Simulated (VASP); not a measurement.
A run of VASP 6.6.1 is set up as follows.

INCAR

```
SYSTEM = Si
PREC = Accurate
ENCUT = 520
EDIFF = 1E-6
ISMEAR = 0
SIGMA = 0.014
LREAL = .False.
LASPH = .True.
NELM = 100
ALGO = Normal
ISIF = 2
LWAVE = .False.
LCHARG = .False.
GGA = PE
NBANDS = 11
```

Contents of KPOINTS:

```
regular mesh
0
Gamma
  8 8 8
  0 0 0
```

POSCAR

```
Si
1.0
    0.0000000000      2.7218511865      2.7218511865
    2.7218511865      0.0000000000      2.7218511865
    2.7218511865      2.7218511865      0.0000000000
Si
2
Direct
    0.5000000000      0.5000000000      0.5000000000
    0.7500000000      0.7500000000      0.7500000000
```

Potentials or basis: VASP PAW PBE potentials, release 64 (Si).

Run with:

```sh
$ cat potpaw_PBE.64/Si/POTCAR > POTCAR
$ mpirun -np 1 vasp_std > vasp.out
```

(1) Predict the pressure.

(2) Estimate the band gap on the k mesh.

Results:

(1) 1.3 GPa.

(2) 0.63 eV, indirect (least direct gap 2.56 eV).
